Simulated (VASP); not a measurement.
# InSb (F-43m) in VASP: a series of runs

Runs on InSb. Level: PBE. Tasks: single point.

Everything below comes from runs of VASP 6.6.1. Logs are shortened: lines on timing, memory, paths and dates and some standing lists are left out, and cuts for length are marked.

**What was measured.**

“Electronic Structure and Epitaxy of CdTe Shells on InSb Nanowires”, 2021, arxiv:2111.05126 quotes, for a bulk crystal of InSb: band gap 0.24 eV.

The runs below are set against these values where they give the same quantity.

### Step 1. The structure

Symmetry: F-43m, No. 216, cubic system. The conventional cell has a = 6.478 Å, b = 6.478 Å, c = 6.478 Å, α = 90.00°, β = 90.00°, γ = 90.00°. In (site symmetry -43m) has 4 Sb at 2.81 Å as nearest neighbours. Sb (site symmetry -43m) has 4 In at 2.81 Å as nearest neighbours.

### Step 2. Single point, PBE

INCAR reads:

```
SYSTEM = InSb
ALGO = Normal ; EDIFF = 1E-7
ENCUT = 200 ; GGA = PE
ISIF = 2 ; ISMEAR = 0
LASPH = .TRUE. ; LCHARG = .FALSE.
LREAL = .FALSE. ; LWAVE = .FALSE.
NBANDS = 16 ; NELM = 80
PREC = Accurate ; SIGMA = 0.02
```

KPOINTS reads:

```
k-points
0
G
  6 6 6
  0 0 0
```

POSCAR reads:

```
InSb
1.0
    0.0000000000      3.2391000000      3.2391000000
    3.2391000000      0.0000000000      3.2391000000
    3.2391000000      3.2391000000      0.0000000000
In Sb
1 1
Direct
    0.0000000000      0.0000000000      0.0000000000
    0.2500000000      0.2500000000      0.2500000000
```

Potentials or basis: VASP PAW PBE potentials, release 64 (In_d, Sb).

Command:

```bash
$ cat potpaw_PBE.64/In_d/POTCAR potpaw_PBE.64/Sb/POTCAR > POTCAR
$ mpirun -np 1 vasp_std > vasp.out
```

OUTCAR:

```text
SYSTEM = InSb
   EDIFF = 1E-7
   ENCUT = 200
   GGA = PE
   ISIF = 2
   ISMEAR = 0
   LASPH = .TRUE.
   LREAL = .FALSE.
   NELM = 80
   PREC = Accurate

 ion  position               nearest neighbor table
   1  0.000  0.000  0.000-   2 2.81   2 2.81   2 2.81   2 2.81
   2  0.250  0.250  0.250-   1 2.81   1 2.81   1 2.81   1 2.81

  LATTYP: Found a face centered cubic cell.
 ALAT       =     6.4782000000

  Lattice vectors:

 A1 = (   0.0000000000,   3.2391000000,   3.2391000000)
 A2 = (   3.2391000000,   0.0000000000,   3.2391000000)
 A3 = (   3.2391000000,   3.2391000000,   0.0000000000)

Analysis of symmetry for initial positions (statically):
=====================================================================
 Subroutine PRICEL returns:
 Original cell was already a primitive cell.

 Routine SETGRP: Setting up the symmetry group for a
 face centered cubic supercell.

 Subroutine GETGRP returns: Found 24 space group operations
 (whereof 24 operations were pure point group operations)
 out of a pool of 48 trial point group operations.

The static configuration has the point symmetry T_d .

Analysis of symmetry for dynamics (positions and initial velocities):
=====================================================================
 Subroutine PRICEL returns:
 Original cell was already a primitive cell.

 Routine SETGRP: Setting up the symmetry group for a
 face centered cubic supercell.

 Subroutine GETGRP returns: Found 24 space group operations
 (whereof 24 operations were pure point group operations)
 out of a pool of 48 trial point group operations.

The dynamic configuration has the point symmetry T_d .

 Subroutine INISYM returns: Found 24 space group operations
 (whereof 24 operations are pure point group operations),
 and found     1 'primitive' translations

----------------------------------------------------------------------------------------

                                     Primitive cell

  volume of cell :      67.9678

  direct lattice vectors                    reciprocal lattice vectors
     0.000000000  3.239100000  3.239100000    -0.154363867  0.154363867  0.154363867
     3.239100000  0.000000000  3.239100000     0.154363867 -0.154363867  0.154363867
     3.239100000  3.239100000  0.000000000     0.154363867  0.154363867 -0.154363867

  length of vectors
     4.580779150  4.580779150  4.580779150     0.267366060  0.267366060  0.267366060

  position of ions in fractional coordinates (direct lattice)
     0.000000000  0.000000000  0.000000000
     0.250000000  0.250000000  0.250000000
[... 69 lines left out ...]
   LREAL  =      F    real-space projection
   EDIFFG = 0.1E-05   stopping-criterion for IOM
   NSW    =      0    number of steps for IOM
   IBRION =     -1    ionic relax: 0-MD 1-quasi-New 2-CG
   NFREE  =      0    steps in history (QN), initial steepest desc. (CG)
   ISIF   =      2    stress and relaxation
   ISYM   =      2    0-nonsym 1-usesym 2-fastsym
   POTIM  = 0.5000    time-step for ionic-motion
   TEBEG  =    0.0;   TEEND  =   0.0 temperature during run
   PSTRESS=    0.0 pullay stress
   NELECT =      18.0000    total number of electrons
   NUPDOWN=      -1.0000    fix difference up-down
   EMIN   =  10.00;   EMAX   =-10.00  energy-range for DOS
   EFERMI =   0.00;   METHOD = LEGACY
   ISMEAR =     0;   SIGMA  =   0.02  broadening in eV -4-tet -1-fermi 0-gaus
   EFERMI_NEDOS =   21; number of points for ismear=-14 and -15
   IALGO  =     38    algorithm
   IMIX   =      4    mixing-type and parameters
     AMIX     =   0.40;   BMIX     =  1.00
     AMIX_MAG =   1.60;   BMIX_MAG =  1.00
  volume/ion in A,a.u.               =      33.98       229.33
  Fermi-wavevector in a.u.,A,eV,Ry     =   1.051311  1.986690 15.037912  1.105255
  Thomas-Fermi vector in A             =   2.186349
   LORBIT       =      0    0 simple, 1 ext, 2 COOP (PROOUT), +10 PAW based schemes
   GGA     = PE    functional components
   LHFCALC =     F    Hartree Fock is set to
   AEXX    =    0.0000 exact exchange contribution
   IVDW    =     0    specifies the selected vdW correction
   LEPSILON=     F    determine dielectric tensor
   LRPA    =     F    only Hartree local field effects (RPA)
 non-spin polarized calculation
 Gauss-broadening in eV      SIGMA  =   0.02
  energy-cutoff  :      200.00
  volume of cell :       67.97
 maximum number of plane-waves:       447
 NGX is ok and might be reduce to    24
   NGX = 11   NGY = 11   NGZ = 11

 number of electron      17.9999952 magnetization

 Free energy of the ion-electron system (eV)
  ---------------------------------------------------
  ext. energy  EPLUGINS =         0.00000000
  ---------------------------------------------------
  free energy    TOTEN  =        -6.76552061 eV

  energy without entropy =       -6.76537778  energy(sigma->0) =       -6.76544919

 E-fermi :   5.1228     XC(G=0):  -8.6820

 val. band max:        5.1167153820   @ k =   0.0000   0.0000   0.0000
 cond. band min:       5.6496441852   @ k =   0.5000   0.0000   0.0000
 fundamental gap:      0.5329288031
 Fermi energy:         5.1228050579

 k-point     1 :       0.0000    0.0000    0.0000
  band No.  band energies     occupation
      1      -9.5249      2.00000
      2      -9.5249      2.00000
      3      -9.5249      2.00000
      4      -9.4604      2.00000
      5      -9.4604      2.00000
      6      -5.6017      2.00000
[... 281 lines left out ...]
      3      -9.5258      2.00000
      4      -9.4991      2.00000
      5      -9.4770      2.00000
      6      -3.5977      2.00000
[... 8 lines left out ...]
     15      14.9072      0.00000
     16      15.6199      0.00000

------------------------ aborting loop because EDIFF is reached ----------------------------------------

  FORCE on cell =-STRESS in cart. coord.  units (eV):
  Direction    XX          YY          ZZ          XY          YZ          ZX
  --------------------------------------------------------------------------------------
  -------------------------------------------------------------------------------------
  Total       -2.1268205     -2.1268205     -2.1268205      0.0000000     -0.0000000      0.0000000
  in kB      -50.1346932    -50.1346932    -50.1346932      0.0000000     -0.0000000      0.0000000
  external PRESSURE =     -50.1346932 kB  Pullay stress =       0.0000000 kB

 VOLUME and BASIS-vectors are now :
 -----------------------------------------------------------------------------
  energy-cutoff  :      200.00
  volume of cell :       67.97
      direct lattice vectors                 reciprocal lattice vectors
     0.000000000  3.239100000  3.239100000    -0.154363867  0.154363867  0.154363867
     3.239100000  0.000000000  3.239100000     0.154363867 -0.154363867  0.154363867
     3.239100000  3.239100000  0.000000000     0.154363867  0.154363867 -0.154363867

 POSITION                                       TOTAL-FORCE (eV/Angst)
 -----------------------------------------------------------------------------------
      0.00000      0.00000      0.00000        -0.000000     -0.000000     -0.000000
      1.61955      1.61955      1.61955         0.000000      0.000000      0.000000
 -----------------------------------------------------------------------------------
    total drift:                                0.000000      0.000000     -0.000000

  FREE ENERGIE OF THE ION-ELECTRON SYSTEM (eV)
  ---------------------------------------------------
  free  energy   TOTEN  =        -6.7655206112 eV

  energy  without entropy=       -6.7653777758  energy(sigma->0) =       -6.76544919
```

OSZICAR:

```text
N       E                     dE             d eps       ncg     rms          rms(c)
DAV:   1     0.735906056612E+02    0.73591E+02   -0.49767E+03   536   0.496E+02
DAV:   2    -0.394918143666E+01   -0.77540E+02   -0.76406E+02   592   0.182E+02
DAV:   3    -0.685842619042E+01   -0.29092E+01   -0.29066E+01   656   0.397E+01
DAV:   4    -0.689230018859E+01   -0.33874E-01   -0.33872E-01   624   0.470E+00
DAV:   5    -0.689330978263E+01   -0.10096E-02   -0.10096E-02   664   0.687E-01    0.437E+00
DAV:   6    -0.677832186337E+01    0.11499E+00   -0.18095E-01   672   0.548E+00    0.250E+00
DAV:   7    -0.676392847511E+01    0.14393E-01   -0.79687E-02   680   0.246E+00    0.712E-01
DAV:   8    -0.676472521576E+01   -0.79674E-03   -0.87930E-03   600   0.933E-01    0.272E-01
DAV:   9    -0.676544415060E+01   -0.71893E-03   -0.98291E-04   616   0.241E-01    0.885E-02
DAV:  10    -0.676547580941E+01   -0.31659E-04   -0.37670E-05   648   0.409E-02    0.340E-02
DAV:  11    -0.676551882011E+01   -0.43011E-04   -0.81625E-05   600   0.501E-02    0.302E-02
DAV:  12    -0.676552012849E+01   -0.13084E-05   -0.17508E-06   600   0.697E-03    0.113E-02
DAV:  13    -0.676552104799E+01   -0.91950E-06   -0.14619E-06   648   0.752E-03    0.660E-03
DAV:  14    -0.676552065602E+01    0.39197E-06   -0.13621E-07   544   0.183E-03    0.183E-03
DAV:  15    -0.676552061123E+01    0.44783E-07   -0.32809E-08   448   0.940E-04
   1 F= -.67655206E+01 E0= -.67654492E+01  d E =-.142835E-03
```

It took 3.8 s on 1 thread of Intel Xeon 6975P-C (Granite Rapids), shared host; peak memory 0.13 GiB.

The run converged, but a check on its numbers failed (symmetry, net force, bounds or a known fault of this set-up), so they aren't taken as properties of the crystal.

Caveat: the cutoff lies under the usual one of these potentials, so the numbers hold a large basis-set error; this crystal is a semiconductor, whose small gap the functional closes, so the metal is an error of the method.

### Step 3. Single point, PBE

Changes to INCAR since step 2:

```diff
@@ -2,3 +2,3 @@
 ALGO = Normal ; EDIFF = 1E-7
-ENCUT = 200 ; GGA = PE
+ENCUT = 250 ; GGA = PE
 ISIF = 2 ; ISMEAR = 0
```

KPOINTS is that of step 2.

POSCAR is that of step 2.

Potentials or basis: VASP PAW PBE potentials, release 64 (In_d, Sb).

Command:

```bash
$ cat potpaw_PBE.64/In_d/POTCAR potpaw_PBE.64/Sb/POTCAR > POTCAR
$ mpirun -np 1 vasp_std > vasp.out
```

Wall time 3.8 s (1 thread of Intel Xeon 6975P-C (Granite Rapids), shared host); peak memory 0.13 GiB.

It converged, with:

```yaml
Free_energy: -6.8831 eV
Band_gap_on_the_k_mesh: none (metal or under the smearing width)
```

Levels at points of the mesh, in eV from the Fermi level:
```csv
k point,band 5,band 6,band 7,band 8,band 9,band 10,band 11,band 12,band 13,band 14
"(0.00, 0.00, 0.00)",-14.51,-10.73,-0.20,-0.01,-0.01,-0.01,2.95,2.95,2.95,5.73
"(0.50, 0.00, 0.00)",-14.50,-9.36,-5.63,-1.02,-1.02,0.53,3.80,3.80,6.09,8.28
"(0.50, 0.50, 0.00)",-14.50,-8.75,-5.93,-2.27,-2.27,1.32,1.34,8.15,8.15,8.80
```

Caveat: the cutoff is under 1.25 times the usual one of these potentials, so pressure, stress and relaxed cells hold a basis-set (Pulay) error; this crystal is a semiconductor, whose small gap the functional closes, so the metal is an error of the method. The run has no spin-orbit coupling, so splittings on Sb are missing.

(Part 1 of 2 ends here.)
